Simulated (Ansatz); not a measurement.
# Photoemission of C(111) with OH, part 3 of 4

Aim: core-level components, unfolded bands and work function of C(111) with OH.

Ansatz 0.2.0; DFT, PBE, plane-wave PAW, scalar-relativistic; PAW set soft_1.

So far, gap on the k-mesh (eV): step 2 (relaxing the atoms) 1.82.

## Step 3: Bands by layer (continued)

The intensity has structure finer than the step of the table below, so its rows give means over 1 eV, whole bins alone (the curve runs from -25.2 to 1.38 eV). Peaks (eV: height): O K -9.2: 62.8, -5.3: 95.6, -2.4: 99.9; O K, E along x -9.2: 62.8, -5.1: 111, -2.4: 109; O K, E along y -2.2: 176; O K, E along z -9.2: 96.0, -5.6: 101; C K -6.0: 100.0.

Shapes are the site's partial DOS without matrix elements, which overweights lines from ligand s bands. Table of intensity by emission energy less the core level's binding energy, zero at the valence-band maximum; means over each step; 7 of 8 lines; values in % of the unpolarised maximum:

```csv
emission energy less the core level's binding energy (eV),O K,"O K, E along x","O K, E along y","O K, E along z",C K,"C K, E along x","C K, E along y"
-24,0.916,0.793,0.422,1.53,1.34,0.974,0.974
-23,2.07,1.82,0.925,3.46,2.85,1.94,1.94
-22,3.28,3.17,1.51,5.17,4.80,3.23,3.21
-21,3.25,3.28,1.42,5.04,6.46,4.62,4.53
-20,1.50,1.50,0.695,2.31,7.03,6.32,6.28
-19,1.09,1.01,0.519,1.74,9.77,9.16,9.14
-18,1.26,1.06,0.556,2.16,12.5,12.6,12.5
-17,1.94,1.40,0.730,3.70,16.0,16.4,16.3
-16,2.73,1.98,1.05,5.16,18.7,19.8,19.6
-15,3.46,2.72,1.44,6.21,19.1,21.1,20.7
-14,4.92,4.30,2.16,8.29,20.1,23.5,22.6
-13,8.37,7.93,3.92,13.3,27.4,31.9,31.0
-12,15.7,13.1,6.47,27.5,40.6,40.4,40.6
-11,21.8,21.1,10.5,33.7,38.2,36.2,36.8
-10,36.1,39.5,19.2,49.7,38.1,37.7,38.5
-9,55.2,55.3,27.3,83.0,59.6,55.4,56.8
-8,42.9,47.5,27.2,53.9,70.6,68.4,69.2
-7,54.0,52.4,36.5,73.0,91.9,88.5,87.2
-6,76.0,75.2,58.7,94.2,99.1,99.4,99.7
-5,88.5,108,85.6,72.4,94.0,96.2,96.8
-4,70.6,85.1,94.4,32.3,82.7,82.5,83.8
-3,87.4,95.3,141,26.0,58.1,57.5,55.3
-2,92.2,93.5,171,11.9,29.6,38.1,35.2
-1,55.1,47.4,114,3.80,12.8,16.8,17.7
0,15.0,12.1,31.5,1.39,4.01,4.05,6.41
```

Sums over each group's atoms; left-over states aren't shared out by site. Site centres, by row:

```csv
group,element,shell,occupied states,centre of occupied part (eV),centre up to the window's top (eV)
adsorbate,O,2s,6.496,-18.55,-16.68
adsorbate,O,2p,19.44,-5.694,-5.229
adsorbate,H,1s,2.458,-13.58,-9.352
layer 1,C,2s,3.719,-15,-11.93
layer 1,C,2p,11.42,-9.237,-6.553
layer 2,C,2s,3.79,-13.99,-11.78
layer 2,C,2p,12.27,-7.924,-6.416
layer 3,C,2s,3.758,-14.27,-11.01
layer 3,C,2p,12.18,-8.144,-6.269
middle,C,2s,3.759,-14.24,-11.02
middle,C,2p,12.19,-8.124,-6.301
other layers,C,2s,7.64,-14.14,-10.53
other layers,C,2p,24.73,-7.827,-5.983
other layers,H,1s,3.409,-8.233,-3.423
```

Window up to 6.9 eV. Shell moments, by row:

```csv
element,shell,occupied states an atom,centre of occupied part (eV),rms width of occupied part (eV),centre up to the window's top (eV),rms width up to the window's top (eV)
O,2s,1.624,-18.55,5.798,-16.68,8.521
O,2p,4.86,-5.694,3.793,-5.229,4.356
H,1s,0.7333,-10.47,5.886,-5.599,8.678
C,2s,0.9444,-14.29,4.515,-11.11,8.373
C,2p,3.033,-8.167,4.509,-6.248,6.374
```

The spectra weight each projected shell by its atomic cross section (Dirac–Hartree–Slater) and angular factor, for linear light with the analyser at 30° from the polarisation. Broadening, on top of any smearing of the DOS itself: a Gaussian of 0.6 eV and a Lorentzian of 0.1 eV plus 0.05 times the binding energy (full widths), Fermi edge at 77 K. Each atom is damped by exp[−depth/(λ cos θ)], θ = 75° from the normal, λ from the universal curve. Curves are cut 10 eV under the photon energy, above any shell that the free atom's threshold puts out of reach, or at the lower edge of the window: 11.2 eV at 21.2 eV, 25.2 eV at 60 eV, 25.2 eV at 250 eV, 25.2 eV at 1486.7 eV and 25.2 eV at 9251.7 eV. Dipole terms alone, which is rough above 3 keV; no background, satellites or final-state effects.

Share of each shell in the spectrum's area (%), by photon energy:

```csv
shell,21.2 eV,60 eV,250 eV,1486.7 eV,9251.7 eV
O 2s,0.0,13.1,40.6,57.4,58.2
O 2p,47.5,74.1,38.3,6.9,0.9
H 1s,4.1,1.1,0.3,0.1,0.1
C 2s,1.3,3.5,14.9,33.8,40.6
C 2p,47.1,8.2,5.9,1.8,0.3
```

Cross sections used, in Mb an electron:

```csv
shell,21.2 eV,60 eV,250 eV,1486.7 eV,9251.7 eV
O 2s,-,0.41,0.059,9.4e-4,4.8e-6
O 2p,2.7,0.89,0.023,6.3e-5,5.3e-8
H 1s,1.9,0.092,0.0011,3.0e-6,6.0e-9
C 2s,0.58,0.38,0.028,3.1e-4,1.3e-6
C 2p,2.7,0.33,0.0047,9.8e-6,6.5e-9
```

Regions along c: top from 12.3 to 18.5 Å, middle from 9.2 to 12.3 Å, bottom from 3.0 to 9.2 Å. The top region's edge passes close to a layer, so the weights are only a guide.

States with weight above 0.08 nearest the zero at K of the zone, within the window kept, -7.0 to 5.7 eV (levels that the program groups as degenerate share a row):

```csv
E (eV),"weight, total","weight, top","weight, middle","weight, bottom"
-6.47,1.00,0.39,0.41,0.20
-6.24,1.00,0.21,0.38,0.41
-5.89,1.00,0.12,0.28,0.60
-5.34,1.00,0.62,0.27,0.11
-3.58,1.00,0.85,0.14,0.01
```

States with weight above 0.08 nearest the zero at Γ of the zone, within the window kept, -7.0 to 5.7 eV (levels that the program groups as degenerate share a row):

```csv
E (eV),"weight, total","weight, top","weight, middle","weight, bottom"
-3.26,1.00,0.49,0.45,0.06
-2.97,1.00,0.16,0.51,0.33
-2.83,1.00,0.15,0.55,0.31
-2.57,1.00,0.30,0.34,0.36
-1.73,1.00,0.28,0.21,0.51
-1.39,1.00,0.13,0.34,0.53
-0.80,1.00,0.40,0.42,0.18
0.00,1.00,0.73,0.24,0.03
1.82,1.00,0.01,0.05,0.86
3.43,1.00,0.03,0.04,0.26
```

States with weight above 0.08 nearest the zero at M of the zone, within the window kept, -7.0 to 5.7 eV (levels that the program groups as degenerate share a row):

```csv
E (eV),"weight, total","weight, top","weight, middle","weight, bottom"
-6.76,1.00,0.35,0.36,0.28
-6.45,1.00,0.29,0.44,0.26
-5.94,1.00,0.69,0.20,0.11
-5.48,1.00,0.43,0.19,0.37
-4.45,1.00,0.13,0.44,0.43
-4.13,1.00,0.18,0.45,0.36
-2.33,1.00,0.85,0.14,0.01
4.48,1.00,0.23,0.62,0.14
5.02,1.00,0.12,0.37,0.51
5.57,1.00,0.34,0.23,0.43
```

The largest force component on a free atom is 0.007 eV/Å, so the atoms are at rest for these settings too.

## Step 4: Z+1 stand-in on atom 9

System of this step: H8C23NO4. The cell holds 36 atoms: 8 H, 4 O, 1 N and 23 C. Its edges and angles: a = 5.044 Å, b = 5.044 Å, c = 21.514 Å, α = 90.0°, β = 90.0°, γ = 60.0°. It derives from C. Regions: ad, 8 atoms (4 O and 4 H); L1, 4 atoms (1 N and 3 C); L2, 4 atoms (4 C); L3, 4 atoms (4 C); mid, 4 atoms (4 C); rest, 12 atoms (8 C and 4 H). Vacuum lies along c.

An atom with a screened core hole acts much like the next element, so total energies with that element on different sites give core-level shifts.

Input file input.yaml:

```yaml
crystal:
  lattice:
    - [5.044499777, 0.0, 0.0]
    - [2.5222498885, 4.3686649563, 0.0]
    - [0.0, 0.0, 21.5136689229]
  atoms:
    - { symbol: H, position: [0.1009790047, 0.0956270428, 0.6731291392] }
    - { symbol: H, position: [0.6009790047, 0.0956270428, 0.6731291392] }
    - { symbol: H, position: [0.1009790047, 0.5956270428, 0.6731291392] }
    - { symbol: H, position: [0.6009790047, 0.5956270428, 0.6731291392] }
    - { symbol: O, position: [-0.0085492164, -0.0093482697, 0.6585435991] }
    - { symbol: O, position: [0.4914507836, -0.0093482697, 0.6585435991] }
    - { symbol: O, position: [-0.0085492164, 0.4906517303, 0.6585435991] }
    - { symbol: O, position: [0.4914507836, 0.4906517303, 0.6585435991] }
    - { symbol: "N", position: [-0.0011070006, -0.0012670107, 0.5926318096] }
    - { symbol: C, position: [0.4988929994, -0.0012670107, 0.5926318096] }
    - { symbol: C, position: [-0.0011070006, 0.4987329893, 0.5926318096] }
    - { symbol: C, position: [0.4988929994, 0.4987329893, 0.5926318096] }
    - { symbol: C, position: [0.832705555, 0.3326833764, 0.5686509907] }
    - { symbol: C, position: [0.332705555, 0.3326833764, 0.5686509907] }
    - { symbol: C, position: [0.832705555, 0.8326833764, 0.5686509907] }
    - { symbol: C, position: [0.332705555, 0.8326833764, 0.5686509907] }
    - { symbol: C, position: [0.8332851496, 0.3332819571, 0.4967115663] }
    - { symbol: C, position: [0.3332851496, 0.3332819571, 0.4967115663] }
    - { symbol: C, position: [0.8332851496, 0.8332819571, 0.4967115663] }
    - { symbol: C, position: [0.3332851496, 0.8332819571, 0.4967115663] }
    - { symbol: C, position: [0.1666384209, 0.1666565495, 0.4727417303] }
    - { symbol: C, position: [0.6666384209, 0.1666565495, 0.4727417303] }
    - { symbol: C, position: [0.1666384209, 0.6666565495, 0.4727417303] }
    - { symbol: C, position: [0.6666384209, 0.6666565495, 0.4727417303] }
    - { symbol: C, position: [0.166666667, 0.166666667, 0.400901033] }
    - { symbol: C, position: [0.666666667, 0.166666667, 0.400901033] }
    - { symbol: C, position: [0.166666667, 0.666666667, 0.400901033] }
    - { symbol: C, position: [0.666666667, 0.666666667, 0.400901033] }
    - { symbol: C, position: [0.0, 0.0, 0.376969639] }
    - { symbol: C, position: [0.5, 0.0, 0.376969639] }
    - { symbol: C, position: [0.0, 0.5, 0.376969639] }
    - { symbol: C, position: [0.5, 0.5, 0.376969639] }
    - { symbol: H, position: [0.0, 0.0, 0.325374534] }
    - { symbol: H, position: [0.5, 0.0, 0.325374534] }
    - { symbol: H, position: [0.0, 0.5, 0.325374534] }
    - { symbol: H, position: [0.5, 0.5, 0.325374534] }
kpoints:
  mp_grid: { grid: [6, 6, 1] }
scf:
  occupations: { method: fermi_dirac, width: 0.02 }
  n_extra_bands: 27
hamiltonian:
  xc: pbe
  pseudopotentials: { kind: paw, azcp: { folder: soft_1 } }
output:
  forces: true
  write_potential: true
  volumetric_format: []
efield:
  axis: 3
  dipole_correction: true
```

Launch:

```
ansatz run input.yaml --threads 4 --pin off --max-ram 11264MiB --backend cpu --events-out ev --progress --plain --runs-dir out
```

Numbers of over 12 decimals in the logs are rounded to 6 here.

Log:

```text
[...]
Crystal: 36 atoms, lattice volume = 474.112 Å³
Basis set: ecut = 420 eV, 9317 PW (Γ), exchange–correlation on 72×72×288 points (8 copies of the dense FFT grid, shifted against one another)
Bands: 92, of which v1, the nominal top of the filled ones, is band 65 counted from 1 (64 counted from 0)
Symmetry: 1 space group operations
[...]
k-points: 20 of 36 (time reversal used)
[...]
SCF iter   1: F=—  HF=-8553.280709 eV  |F-HF|=—  |Δ(HF+E_count)|=         —  Δρ=9.72e-2  dr2=3.73e1  ethr=3.10e-3  p=-0.000 e·Å  D=-1.32e-6 V/Å  ΔV_dip=0.00 eV  dr2_dipole=5.58e-3  V_vac-E_F(+/−)=4.01/4.01 eV  ⟨swp⟩=8.6  Hψ=10672  notcnv=0  defer=166
[...]
SCF iter  17: F=-8541.434621 eV  HF=-8541.434621 eV  |F-HF|=3.62e-8  |Δ(HF+E_count)|=   1.76e-7  Δρ=1.99e-6  dr2=3.91e-8  ethr=7.75e-11  p=0.045 e·Å  D=1.71e-2 V/Å  ΔV_dip=-0.37 eV  dr2_dipole=2.84e-8  V_vac-E_F(+/−)=1.67/2.04 eV  ⟨swp⟩=13.8  Hψ=14839  notcnv=0
WARN: efield: at this solve's end the planar-averaged density reaches 1.09e-4 e/Å³ inside the ramp window [0.9028, 0.0957] (bound 1e-5 e/Å³); the window's nearer edge stands 4.94 Å from this solve's nearest atom along the axis. Its work functions, free energy, forces, stress, dipole, levels and responses can be off, and this figure does not tell by how much. The cell may have no vacuum along `efield.axis`. A short vacuum, a low `basis.ecutwfc` or `basis.ecutrho_ratio` and negative occupations (`scf.occupations.method`) can put density there. See the manual's quickstart, § The vacuum guard
SCF 1 converged in 17 iterations: F = -8541.434621 eV  dr2 = 3.91e-8
[...]
SCF converged after 17 iterations
Free energy (F): -8541.434621 eV
[...]
Internal energy: -8541.429658 eV  (E = F + TS)
E sigma→0 (E₀):  -8541.432139 eV
Entropy (-TS):   -0.004962 eV (-0.138 meV/atom)
Fermi energy:    4.946674 eV
Dipole field:    D = 0.017292 V/Å  (p = 0.045307 e·Å, saw-weighted, corrected)
Work function:   Φ+ = 1.6647 eV (in doubt: plateau slope 1.8e-2 eV/Å)   Φ− = 2.0370 eV (in doubt: plateau slope 2.2e-2 eV/Å)
[...]
Vacuum region:   at the solve's end the planar-averaged density reaches 1.09e-4 e/Å³ inside the ramp window [0.9028, 0.0957] (bound 1e-5 e/Å³)
[...]
--- Forces (eV/Å), atoms counted from 1 ---
  atom   1  H      0.54514197     0.30839559    -0.02306851
  atom   2  H     -0.16356769     0.06276981     0.14661286
  atom   3  H     -0.02743626    -0.16012637     0.14593427
  atom   4  H      0.04313459     0.03235434     0.14426617
  atom   5  O     -0.69423006    -0.40283314     1.63671821
  atom   6  O     -0.06278018    -0.08762021     0.14939142
  atom   7  O     -0.10659546    -0.00709984     0.14397295
  atom   8  O     -0.01773131    -0.01033847     0.05850315
  atom   9  N      0.33873654     0.19304341    -2.35075700
  atom  10  C      0.01788736     0.21954914     0.04600034
  atom  11  C      0.20285245    -0.09831489     0.05653761
  atom  12  C     -0.25346201    -0.14793776     0.21247613
  atom  13  C      0.12389598     1.81027497    -0.16424777
  atom  14  C     -0.01458217    -0.01654201    -0.06328120
  atom  15  C     -1.65731122    -0.95274527     0.09043746
  atom  16  C      1.63698577    -0.79845768    -0.14842814
  atom  17  C      0.00372158    -0.47831552    -0.05985611
  atom  18  C     -0.01074944    -0.00552094    -0.02151098
  atom  19  C      0.46044683     0.26723251    -0.06723342
  atom  20  C     -0.41561574     0.24556926    -0.06153080
  atom  21  C      0.03054014     0.01556016    -0.00459448
  atom  22  C     -0.01487241     0.01085213    -0.03567006
  atom  23  C      0.00371569    -0.02030347    -0.03765476
  atom  24  C      0.00546964     0.00181822     0.63992751
  atom  25  C     -0.00054053     0.00026141    -0.92651561
  atom  26  C      0.00382577     0.00275930    -0.91788441
  atom  27  C      0.00378886     0.00254681    -0.91734630
  atom  28  C      0.00938993     0.00652419    -1.10419375
  atom  29  C      0.00097549     0.00061275     0.75650311
  atom  30  C      0.00095709    -0.01895282     0.74620823
  atom  31  C     -0.01594508     0.01044647     0.74634041
  atom  32  C      0.01770299     0.01034882     0.75030757
  atom  33  H      0.00119073     0.00082811     0.08754132
  atom  34  H      0.00162369    -0.01020530     0.11440867
  atom  35  H     -0.00822494     0.00672597     0.11464226
  atom  36  H      0.01167715     0.00684855     0.11663980
  max |Σ_I F_I| component: 4.04e-4 eV/Å
--- Band table (eV; the first three rows and the last of 20) ---
  k-point 0: bands = [... 61 lower, 0.4475, 0.7544, 1.0862, 4.2733, 4.6841, 5.0351, 5.6304, 5.6474, ... 23 higher]
  k-point 1: bands = [... 61 lower, -0.1032, 0.3806, 0.7181, 4.5860, 4.8709, 5.1058, 5.6897, 6.0930, ... 23 higher]
  k-point 2: bands = [... 61 lower, -0.9128, -0.3773, 0.1120, 4.9053, 5.1002, 5.4224, 6.0232, 6.4025, ... 23 higher]
  k-point 19: bands = [... 61 lower, -1.0919, -0.0565, 0.3670, 5.0896, 5.1102, 5.9913, 6.1554, 6.3707, ... 23 higher]
```

Elapsed: 96 s, on 4 threads of Intel Xeon at 2.50GHz (Skylake/Cascade Lake), shared host; peak memory 1.5 GiB.

This run has no spin polarisation although its electron count is odd.

This step gave:

* free energy: -8541.4346 eV
* energy at zero smearing: -8541.4321 eV
* smearing term TS: 0.004962 eV
* Fermi energy: 4.947 eV
* symmetry operations: 1

## Step 5: Z+1 stand-in on atom 12

System of this step: H8C23NO4. The cell holds 36 atoms: 8 H, 4 O, 23 C and 1 N. Cell: a = 5.044 Å, b = 5.044 Å, c = 21.514 Å, α = 90.0°, β = 90.0°, γ = 60.0°. It derives from C. Regions: ad, 8 atoms (4 O and 4 H); L1, 4 atoms (3 C and 1 N); L2, 4 atoms (4 C); L3, 4 atoms (4 C); mid, 4 atoms (4 C); rest, 12 atoms (8 C and 4 H). Vacuum lies along c.

The same swap on atom 12.

Changes to input.yaml since step 4:

```diff
@@ -14,6 +14,6 @@
     - { symbol: O, position: [0.4914507836, 0.4906517303, 0.6585435991] }
-    - { symbol: "N", position: [-0.0011070006, -0.0012670107, 0.5926318096] }
+    - { symbol: C, position: [-0.0011070006, -0.0012670107, 0.5926318096] }
     - { symbol: C, position: [0.4988929994, -0.0012670107, 0.5926318096] }
     - { symbol: C, position: [-0.0011070006, 0.4987329893, 0.5926318096] }
-    - { symbol: C, position: [0.4988929994, 0.4987329893, 0.5926318096] }
+    - { symbol: "N", position: [0.4988929994, 0.4987329893, 0.5926318096] }
     - { symbol: C, position: [0.832705555, 0.3326833764, 0.5686509907] }
```

Log:

```text
[...]
Crystal: 36 atoms, lattice volume = 474.112 Å³
Basis set: ecut = 420 eV, 9317 PW (Γ), exchange–correlation on 72×72×288 points (8 copies of the dense FFT grid, shifted against one another)
Bands: 92, of which v1, the nominal top of the filled ones, is band 65 counted from 1 (64 counted from 0)
Symmetry: 1 space group operations
[...]
k-point 0: bands = [... 61 lower, 0.4475, 0.7544, 1.0862, 4.2733, 4.6841, 5.0351, 5.6304, 5.6474, ... 23 higher]
  k-point 1: bands = [... 61 lower, -0.1032, 0.3806, 0.7181, 4.5859, 4.8709, 5.1058, 5.6897, 6.0930, ... 23 higher]
  k-point 2: bands = [... 61 lower, -0.9128, -0.3773, 0.1120, 4.9053, 5.1002, 5.4224, 6.0232, 6.4025, ... 23 higher]
  k-point 19: bands = [... 61 lower, -1.0919, -0.0565, 0.3670, 5.0896, 5.1102, 5.9913, 6.1554, 6.3707, ... 23 higher]
[key lines of the parts left out:]
SCF converged after 17 iterations
Free energy (F): -8541.434621 eV
Fermi energy:    4.946670 eV
Dipole field:    D = 0.017273 V/Å  (p = 0.045256 e·Å, saw-weighted, corrected)
Work function:   Φ+ = 1.6648 eV (in doubt: plateau slope 1.8e-2 eV/Å)   Φ− = 2.0368 eV (in doubt: plateau slope 2.2e-2 eV/Å)
```

It took 95 s on 4 threads; peak memory 1.5 GiB; 5.6 min of CPU time.

## Step 6: Z+1 stand-in on atom 13

System of this step: H8C23NO4. The cell holds 36 atoms: 8 H, 4 O, 23 C and 1 N. Its edges and angles: a = 5.044 Å, b = 5.044 Å, c = 21.514 Å, α = 90.0°, β = 90.0°, γ = 60.0°. It derives from C. Regions: ad, 8 atoms (4 O and 4 H); L1, 4 atoms (4 C); L2, 4 atoms (1 N and 3 C); L3, 4 atoms (4 C); mid, 4 atoms (4 C); rest, 12 atoms (8 C and 4 H). Vacuum lies along c.

The same swap on atom 13.

Changes to input.yaml since step 5:

```diff
@@ -17,4 +17,4 @@
     - { symbol: C, position: [-0.0011070006, 0.4987329893, 0.5926318096] }
-    - { symbol: "N", position: [0.4988929994, 0.4987329893, 0.5926318096] }
-    - { symbol: C, position: [0.832705555, 0.3326833764, 0.5686509907] }
+    - { symbol: C, position: [0.4988929994, 0.4987329893, 0.5926318096] }
+    - { symbol: "N", position: [0.832705555, 0.3326833764, 0.5686509907] }
     - { symbol: C, position: [0.332705555, 0.3326833764, 0.5686509907] }
```

Log:

```text
[...]
Crystal: 36 atoms, lattice volume = 474.112 Å³
Basis set: ecut = 420 eV, 9317 PW (Γ), exchange–correlation on 72×72×288 points (8 copies of the dense FFT grid, shifted against one another)
Bands: 92, of which v1, the nominal top of the filled ones, is band 65 counted from 1 (64 counted from 0)
Symmetry: 1 space group operations
[...]
k-point 0: bands = [... 61 lower, 0.3166, 0.6891, 0.9566, 4.2908, 4.6428, 5.0852, 5.6209, 5.6762, ... 23 higher]
  k-point 1: bands = [... 61 lower, -0.1953, 0.2806, 0.5874, 4.6666, 4.8666, 5.2199, 5.8246, 6.1189, ... 23 higher]
  k-point 2: bands = [... 61 lower, -1.0519, -0.4895, -0.0112, 5.0000, 5.4169, 5.5197, 6.0945, 6.4898, ... 23 higher]
  k-point 19: bands = [... 61 lower, -1.1619, -0.2579, 0.2510, 5.2023, 5.5495, 6.1960, 6.2795, 6.4581, ... 23 higher]
[key lines of the parts left out:]
SCF converged after 17 iterations
Free energy (F): -8542.701428 eV
Fermi energy:    5.033224 eV
Dipole field:    D = 0.031819 V/Å  (p = 0.083370 e·Å, saw-weighted, corrected)
Work function:   Φ+ = 1.4906 eV (in doubt: plateau slope 2.5e-2 eV/Å)   Φ− = 2.1774 eV (in doubt: plateau slope 2.1e-2 eV/Å)
```

Wall time 86 s (4 threads); peak memory 1.5 GiB; 5 min of CPU time.

This step gave:

```yaml
free_energy: -8542.7014 eV
energy_at_zero_smearing: -8542.6995 eV
smearing_term_ts: 0.003778 eV
fermi_energy: 5.033 eV
```

[end of part 3 of 4]

[Logs are printed without paths, hosts, clocks, repeated set-up lines and the standing remarks that a program may print on its own settings, such as how far it seeks lower states.]

[Hosts, paths, dates, database ids (printed as entryN), source tags and the programs' standing remarks are cut or masked in the printed files.]

[Maps of the electrostatic potential energy from Ansatz leave out the sawtooth potential of an applied field or a dipole correction, so their vacuum need not be flat; work functions include it.]
